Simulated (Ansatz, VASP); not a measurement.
Ni3Ge: VASP beside Ansatz

The input INCAR:

```
SYSTEM = Ni3Ge
ALGO = Fast
EDIFF = 1E-6
ENCUT = 520
GGA = PS
ISIF = 2
ISMEAR = 0
LASPH = .TRUE.
LCHARG = .FALSE.
LREAL = .FALSE.
LWAVE = .FALSE.
NBANDS = 30
NELM = 100
PREC = Accurate
SIGMA = 0.1
```

The input KPOINTS:

```
k-points
0
G
  2 2 2
  0 0 0
```

The input POSCAR:

```
Ni3Ge
1.0
    3.5303341067      0.0000000000      0.0000000000
    0.0000000000      3.5303341067      0.0000000000
    0.0000000000      0.0000000000      3.5303341067
Ni Ge
3 1
Direct
    0.5000000000      0.0000000000      0.5000000000
    0.0000000000      0.5000000000      0.5000000000
    0.5000000000      0.5000000000      0.0000000000
    0.0000000000      0.0000000000      0.0000000000
```

Input for Ansatz:

```yaml
crystal:
  lattice:
    - [3.5303341067, 0.0, 0.0]
    - [0.0, 3.5303341067, 0.0]
    - [0.0, 0.0, 3.5303341067]
  atoms:
    - { symbol: Ni, position: [0.5, 0.0, 0.5] }
    - { symbol: Ni, position: [0.0, 0.5, 0.5] }
    - { symbol: Ni, position: [0.5, 0.5, 0.0] }
    - { symbol: Ge, position: [0.0, 0.0, 0.0] }
basis:
  ecutwfc: 420
kpoints:
  mp_grid: { grid: [2, 2, 2] }
hamiltonian:
  xc: pbesol
scf:
  occupations: { method: gaussian, width: 0.1 }
output:
  forces: true
  stress: true
  eigenvalues: true
```

Alike in both runs: task single point; functional PBEsol; k mesh 2 × 2 × 2; occupations gaussian, width 0.1 eV; no spin polarisation.

|  | VASP | Ansatz |
| --- | --- | --- |
| version | VASP 6.6.1 | Ansatz 0.2.0 |
| potentials or method | VASP PAW PBE potentials, release 64 (Ni, Ge_d) | scalar-relativistic, plane waves, PAW |
| plane-wave cutoff (eV) | 520 | 420 |
| valence electrons in the cell | 44 | 68 |

```csv
,VASP,Ansatz,Ansatz less VASP
gap on the k mesh at the Fermi level (eV),none,none,-
pressure (GPa),-4.5,-4.7,-0.22
```

A gap of «none» marks a metal or a gap that the smearing closes. The two sets of potentials don't hold the same shells in valence.

Caveats: the k mesh is coarse (spacing up to 0.89 Å⁻¹), so the values aren't converged; the PAW data sets were made with another functional, which shifts forces and pressure a little (VASP). Spin polarisation is off, so any magnetic state and its effect on volume and gap are missing.
